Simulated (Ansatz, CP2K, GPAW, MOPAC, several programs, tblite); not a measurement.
# CuI (CsCl type) from semi-empirical methods to plane-wave DFT

CuI (CsCl type), relaxed with r2SCAN in Ansatz, was computed with several methods. The symmetry is Pm-3m (No. 221, cubic); a = 3.661 Å in the conventional setting, 24.54 Å³ an atom. Cu is surrounded by 8 I at 3.17 Å; I is surrounded by 8 Cu at 3.17 Å. Computed, not measured; no magnetism was allowed, and whether the structure is a known phase isn't checked.

```yaml
crystal:
  lattice:
    - [3.66139, 0.00000, 0.00000]
    - [0.00000, 3.66139, 0.00000]
    - [0.00000, 0.00000, 3.66139]
  atoms:
    - { symbol: Cu, position: [0.00000, 0.00000, 0.00000] }
    - { symbol: I, position: [0.50000, 0.50000, 0.50000] }
```

Gaps and times are for a single point on this cell; volume and bulk modulus come from each method's own relaxation or energy curve at fixed shape. Times are rough, from shared hosts (Arm Neoverse V1), and each method has its own mesh and cell size. PM7 (MOPAC): levels, charges or heat of formation failed a check of plausibility, so no values are given. PM6 (MOPAC), PM7 (MOPAC), GFN1-xTB (tblite), GFN2-xTB (tblite) treat a cluster of cells at its zone centre, which samples few k points: where these miss a band edge, the gap comes out too large for that reason alone. Gaps from k meshes are read at a limited set of points (mesh, symmetry points, PBE's band edges), so each method's own least gap may be somewhat smaller. xTB and the PM methods were fitted mostly to molecules, and can miss a solid's gap by electronvolts. Minimal bases can be far off for gaps. d marks a direct gap, i an indirect one (no mark: not told apart), a dash a value that wasn't computed or didn't pass its checks.

```tsv
method	kind	gap (eV)	own volume (Å³/atom)	bulk modulus (GPa)	atoms computed	processor time
light PBE (260 eV and a coarse mesh)	light plane-wave	overlap 0.24	–	–	2	1.1 s
GFN1-xTB (tblite)	tight binding	0.02	25.42	68	54	2.9 s
GFN2-xTB (tblite)	tight binding	2.87	22.54	42	54	3.6 s
PBE/single zeta (GPAW)	small basis	overlap 1.03	–	–	2	3.6 s
PBE	semilocal	overlap 0.43	24.30	40	2	3.7 s
PBE/SZV (CP2K)	small basis	overlap 0.49	–	–	2	6 s
r2SCAN	semilocal	overlap 0.10	24.54	–	2	8.7 s
PM7 (MOPAC)	semi-empirical	–	–	–	54	12 s
PBE/DZVP (CP2K)	small basis	overlap 0.40	25.52	36	2	16 s
PM6 (MOPAC)	semi-empirical	2.52	–	–	54	65 s
```

Volumes against r2SCAN's: GFN1-xTB (tblite) +3.6 %, GFN2-xTB (tblite) -8.2 %, PBE -1.0 %, PBE/DZVP (CP2K) +4.0 %.

With PBE and r2SCAN the bands overlap or touch, or nearly. Semilocal functionals can close a real gap, so this doesn't show a metal; small gaps of other methods may in turn close between the points read or with spin-orbit coupling, and the solid may be a semimetal.

No spin-orbit coupling is included; it can move band edges with weight on the heavy atoms by tenths of an eV.
